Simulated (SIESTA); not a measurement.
# Sb in SIESTA: the effect of functional

Crystal: Sb.

```xyz
2
Lattice="2.1542 1.2437 3.7580 -2.1542 1.2437 3.7580 0.0000 -2.4875 3.7580" Properties=species:S:1:pos:R:3 pbc="T T T"
Sb    0.0000    0.0000    8.6416
Sb    0.0000    0.0000    2.6324
```

Alike in all runs:

```yaml
Program: SIESTA 5.4.2
Task: band structure
Basis: DZP (energy shift 0.003 Ry; two zetas on semicore shells)
Grid_cutoff: 500 Ry
Energy_shift: 0.003 Ry
k_mesh: 8 × 8 × 8
Occupations: fermi-dirac, width 0.05 eV
Spin: no spin polarisation
```

| functional | potentials or basis | pressure (GPa) | largest force (eV/Å) |
| --- | --- | --- | --- |
| LDA | PseudoDojo 0.4 standard (LDA files) | ? | ? |
| PBEsol | PseudoDojo 0.4 standard (PBEsol files) | 0.9 | 0.32 |
| AM05 | PseudoDojo 0.4 standard (PBEsol files) | 0.9 | 0.28 |
| WC | PseudoDojo 0.4 standard (PBEsol files) | 1.1 | 0.34 |
| PW91 | PseudoDojo 0.4 standard (PBE files) | 3.7 | 0.36 |
| revPBE | PseudoDojo 0.4 standard (PBE files) | 4.6 | 0.40 |
| RPBE | PseudoDojo 0.4 standard (PBE files) | 4.9 | 0.40 |
| BLYP | PseudoDojo 0.4 standard (PBE files) | 7.9 | 0.36 |

**Question.** What does the run with functional LDA give?

**Answer.** Pressure -0.3 GPa; largest force 0.23 eV/Å.

Caveats: the basis of atomic orbitals isn't converged, which shifts pressures, moduli and gaps; the potentials were made for another functional, which shifts forces and pressure (some runs).

Runs at the PBE level aren't shown here.
